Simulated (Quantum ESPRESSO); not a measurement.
TaN:

```
CELL_PARAMETERS angstrom
2.93800 0.00000 0.00000
-1.46900 2.54438 0.00000
0.00000 0.00000 2.88300
ATOMIC_POSITIONS crystal
Ta 0.00000 0.00000 0.50000
N 0.66667 0.33333 0.00000
```

Base run:

```yaml
Program: Quantum ESPRESSO 7.5
Functional: PBEsol
Potentials_or_basis: GBRV 1.5 PBEsol
Cutoff: 762 eV
Density_cutoff: 6095 eV
k_mesh: 10 × 10 × 9
Occupations: fermi-dirac, width 0.05 eV
Spin: no spin polarisation
Hubbard_terms: Ta d U = 6 eV
```

Its results: band gap on the k mesh none (metal or under the smearing width); pressure 1.6 GPa.

Q: After a change of settings the same cell gave: band gap on the k mesh none (metal or under the smearing width); pressure 4.5 GPa. Which change was it?
A. hubbard terms from Ta d U = 6 eV to Ta d U = 8 eV
B. hubbard terms from Ta d U = 6 eV to Ta d U = 2 eV
C. hubbard terms from Ta d U = 6 eV to none

A: A.

Caveats: U without spin polarisation on a metal has little footing.
